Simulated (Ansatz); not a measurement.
The same calculation of Sc, space group C2/m as a Python script and as an input file (Ansatz's Python interface).

`scf_sc.py`:
```python
# -*- coding: utf-8 -*-
"""SCF run for Sc."""

from pathlib import Path
import sys
import warnings

import ansatz as az
import numpy as np
import pandas as pd


def main():
    warnings.simplefilter("ignore", az.DeckWarning)

    crystal = (
        az.Lattice.of((4.40404903, -2.500267, 0.0), (4.40404903, 2.500267, 0.0), (-0.00347563, 0.0, 3.20071928))
        .atom("Sc", (0.333234, 0.333234, 0.995108))
        .atom("Sc", (0.0, 0.0, 0.5))
        .atom("Sc", (0.666766, 0.666766, 0.004892))
    )

    # functional, basis and sampling
    model = (
        crystal.calculation()
        .functional("pbe", dispersion="d4")
        .pseudopotentials("paw")
        .kpoints(5, 5, 7, center="gamma")
        .occupations("Marzari-Vanderbilt", width=100 * az.meV)
        .density()
        .potential()
        .electron_localization_function()
        .output_files(volumetric_format="npy")
        .forces()
    )
    try:
        outcome = model.run(threads=1)
    except az.NonConvergedError as error:
        sys.exit(f"no convergence: {error}")
    except az.RefusalError as error:
        sys.exit(f"input refused: {error}")
    report = outcome.report

    print(f"free energy      {report['free_energy_ev']:.5f} eV")
    print(f"per atom         {report['free_energy_ev'] / len(outcome.lattice.sites):.5f} eV")
    print(f"SCF iterations   {report['n_iterations']}  (converged: {report['converged']})")

    folder = Path(outcome.write_results("fields"))
    for name in sorted(p.name for p in folder.glob("*.npy")):
        field = np.load(folder / name)
        print(f"{name:16s} {str(field.shape):16s} min {field.min():10.4f}  mean {field.mean():10.4f}  max {field.max():10.4f}")

    if outcome.unlabelled_reasons:
        print("not a label:", outcome.unlabelled_reasons)
    else:
        print(outcome.training_frame().splitlines()[0], "atoms in the frame")

    # forces in eV per angstrom
    table = pd.DataFrame(report["forces_ev_ang"], columns=["fx", "fy", "fz"])
    table.insert(0, "atom", [site["symbol"] for site in report["lattice"]["sites"]])
    print(table.round(4).to_string())


if __name__ == "__main__":
    main()
```

```console
$ python scf_sc.py
free energy      -6408.07972 eV
per atom         -2136.02657 eV
SCF iterations   6  (converged: True)
elf.npy          (36, 36, 24)     min     0.0329  mean     0.3515  max     0.8316
rho.npy          (36, 36, 24)     min     0.0977  mean     0.4682  max     7.4488
v_es.npy         (36, 36, 24)     min   -79.0192  mean     4.0988  max    13.5514
v_tot.npy        (36, 36, 24)     min  -104.5554  mean    -5.7577  max     5.2667
3 atoms in the frame
  atom      fx   fy      fz
0   Sc  0.0404  0.0  0.0296
1   Sc  0.0000  0.0  0.0000
2   Sc -0.0404  0.0 -0.0296
```

`input.yaml`:
```yaml
crystal:
  lattice:
    - [4.40404903, -2.500267, 0.0]
    - [4.40404903, 2.500267, 0.0]
    - [-0.00347563, 0.0, 3.20071928]
  atoms:
    - { symbol: Sc, position: [0.333234, 0.333234, 0.995108] }
    - { symbol: Sc, position: [0.0, 0.0, 0.5] }
    - { symbol: Sc, position: [0.666766, 0.666766, 0.004892] }
kpoints:
  mp_grid: { grid: [5, 5, 7], shift: [0.0, 0.0, 0.0] }
hamiltonian:
  xc: pbe
  dispersion: d4
  pseudopotentials: { kind: paw }
scf:
  occupations: { method: cold, width: 0.1 }
output:
  write_density: true
  write_potential: true
  volumetric_format: npy
  elf: true
  forces: true
```

The program run on that file:
```console
$ ansatz run input.yaml --threads 1 --pin off --max-ram 3072MiB --backend cpu --events-out ev --progress --plain --runs-dir out
Engine: ansatz 0.2.0, x86_64-unknown-linux-gnu
Pseudopotentials: kind: paw
Pseudopotential: Sc, paw, valence charge 11, recommended cutoff 420 eV (normal), Sc.paw.azcp
Functional definition: PBE
  parameter kappa = 0.804
  parameter beta = 0.06672455060314922
  exchange = pbe_x(kappa = kappa, mu = beta*pi^2/3)
  correlation = pbe_c(beta = beta)
Crystal: 3 atoms, lattice volume = 70.488 Å³
Basis set: ecut = 420 eV, 1369 PW (Γ), exchange–correlation on 72×72×48 points (8 copies of the dense FFT grid, shifted against one another)
Bands: 21, of which v1, the nominal top of the filled ones, is band 17 counted from 1 (16 counted from 0)
Symmetry: 4 space group operations
Space group: C2/m (ITA 12), of the structure as read, at distance tolerance 4.1e-5 Å
k-points: 54 of 175
Non-local potential: Sc, projectors of the file, l = 0: 3, l = 1: 2, l = 2: 3, l = 3: 1
PAW form: soft (Blöchl's): semilocal exchange-correlation on the pseudo side does not see the compensation charge
PAW one-centre angular grid: Sc, 590 points (default); XC on 64 Gauss nodes
Initial density: superposition of atomic densities (neutral atoms: chi_scale 0, normalization atom), corrected by the library's trained network
Initial wavefunctions: pseudopotential atomic-orbital guess
Functional: x = pbe(κ = 0.804, μ = 0.2195149727645171), c = pbe(β = 0.06672455060314922)
SCF iter   1: F=—  HF=-6408.081042 eV  |F-HF|=—  |Δ(HF+E_count)|=         —  Δρ=4.08e-3  dr2=1.71e-2  ethr=1.77e-3  ⟨swp⟩=3.9  Hψ=4060  notcnv=0
preconditioner: auto → none  [metal: Δε(μ)=0.033 eV  Ē_g=2.326 eV  σ=0.100 eV  W_gap=0.20  n_scr=8 (ndim 8)  ℏωp=13.3 eV  f_vac=0.000  D(μ)=3.96/eV (n_scr^D=40)  sad-step TF]
SCF iter   2: F=—  HF=-6408.080018 eV  |F-HF|=—  |Δ(HF+E_count)|=   1.02e-3  S|Δr|=    0.00e0  Δρ=2.50e-3  dr2=7.38e-3  ethr=5.19e-5  ⟨swp⟩=1.0  Hψ=1566  notcnv=0
SCF iter   3: F=—  HF=-6408.079723 eV  |F-HF|=—  |Δ(HF+E_count)|=   2.95e-4  S|Δr|=    0.00e0  Δρ=3.30e-4  dr2=1.52e-4  ethr=2.24e-5  ⟨swp⟩=2.0  Hψ=1348  notcnv=0
SCF iter   4: F=—  HF=-6408.079710 eV  |F-HF|=—  |Δ(HF+E_count)|=   1.28e-5  S|Δr|=    0.00e0  Δρ=9.00e-5  dr2=1.19e-5  ethr=4.59e-7  ⟨swp⟩=2.0  Hψ=1372  notcnv=0
SCF iter   5: F=—  HF=-6408.079719 eV  |F-HF|=—  |Δ(HF+E_count)|=   8.63e-6  S|Δr|=    0.00e0  Δρ=3.04e-5  dr2=1.60e-6  ethr=3.62e-8  ⟨swp⟩=2.2  Hψ=1444  notcnv=0
SCF iter   6: F=-6408.079718 eV  HF=-6408.079718 eV  |F-HF|=3.77e-8  |Δ(HF+E_count)|=   2.23e-7  S|Δr|=    0.00e0  Δρ=6.59e-6  dr2=5.70e-8  ethr=3.03e-10  ⟨swp⟩=5.4  Hψ=6316  notcnv=0
SCF 1 converged in 6 iterations: F = -6408.079718 eV  dr2 = 5.70e-8
  greatest PAW one-centre occupation: 0.998 electrons in one spin orbital (limit 2), on the Sc atom at site 1 (counted from 0), in its partial waves of l = 0
SCF converged after 6 iterations
Stability not checked: this state was not tested for a lower state beside it, because cold or Methfessel-Paxton smearing, or corrected tetrahedra, fill the levels in a way that the test cannot read (fill_not_monotonic; see scf.lower_state_search)
Free energy (F): -6408.079718 eV
Harris-Foulkes:  -6408.079718 eV  (|F-HF|=3.77e-8)
Internal energy: -6408.087551 eV  (E = F + TS)
E sigma→0 (E₀):  -6408.082329 eV
Entropy (-TS):   0.007833 eV (2.611 meV/atom)
Fermi energy:    9.734071 eV
--- Per-component energies (eV) ---
  E_band       = -486.447920
  E_kinetic    = 783.407897
  E_local      = -2479.458184  (includes V_loc(G=0)·N_el)
  E_nonlocal   = 250.665496
  E_hartree    = 847.655408
  E_xc         = -313.024936
  E_vxc        = -387.506726  (∫ρ·V_xc dr)
  E_paw        = -2866.935903  (= ΣΔE_a)
  E_vpaw       = -348.870105  (= ΣTr[D̂ρ^β])
  E_aug_tail   = 0.000032  (compensation charges beyond the density's cutoff)
  E_ewald      = -2629.559269
  E_disp       = -0.838092  (pairwise vdW)
  E_smearing   = 0.007833  (= −TS)
  E_closure    = 0.000000  (closes the sum)
  Σ components = -6408.079718   (vs F -6408.079718, Δ=0.00e0)
--- Forces (eV/Å), atoms counted from 1 ---
  atom   1  Sc     0.04039899     0.00000000     0.02958641
  atom   2  Sc     0.00000000     0.00000000     0.00000000
  atom   3  Sc    -0.04039899     0.00000000    -0.02958641
  max |Σ_I F_I| component: 6.94e-18 eV/Å
--- Band table (eV; the first three rows and the last of 54) ---
  k-point 0: bands = ["-39.5413", "-39.4578", "-39.4101", "-18.3390", "-18.3174", "-18.1879", "-18.1809", "-18.0485", "-17.9336", "-17.8966", "-17.8828", "-17.8725", "4.6233", "8.9447", "9.6826", "9.7213", "9.8166", "9.8290", "10.5418", "11.4911", "11.8061"]
  k-point 1: bands = ["-39.5338", "-39.4558", "-39.4056", "-18.3327", "-18.3112", "-18.1734", "-18.1668", "-18.0944", "-17.9781", "-17.9494", "-17.8876", "-17.8778", "4.9776", "9.1554", "9.5485", "9.5879", "9.6260", "9.7001", "11.0180", "11.6098", "11.7257"]
  k-point 2: bands = ["-39.5159", "-39.4521", "-39.3955", "-18.3185", "-18.2972", "-18.1959", "-18.1377", "-18.1324", "-18.0766", "-18.0666", "-17.9014", "-17.8927", "5.9595", "9.1745", "9.2009", "9.3708", "9.3742", "9.4468", "11.5274", "11.6044", "11.8144"]
  k-point 53: bands = ["-39.4581", "-39.4519", "-39.4284", "-18.3943", "-18.2848", "-18.2310", "-18.1889", "-18.0785", "-18.0719", "-18.0632", "-18.0336", "-17.8688", "8.1507", "8.5521", "9.0790", "9.4208", "9.5218", "9.7067", "10.5897", "11.1245", "11.5201"]
```

Notes:
- Absolute energies stand on the zero of these potentials, so only differences at equal settings mean something.
- No spin polarisation was allowed.
- Dispersion corrections can be off by several per cent in the lattices of metals, and by several GPa in the pressure at a fixed cell.
- For a metal this k-point mesh is coarse: on a finer one energies can move by several to tens of meV an atom and pressures by half a GPa or more, differences at one mesh by less.
- The fields are valence quantities on the plane-wave grid; their values near the nuclei depend on the potentials.
- This isn't the structure that Sc takes at ambient conditions.

(A comment or docstring line of the script was reworded after the run, the code is as it ran; lines on the test bed's own set-up are left out of the output.)
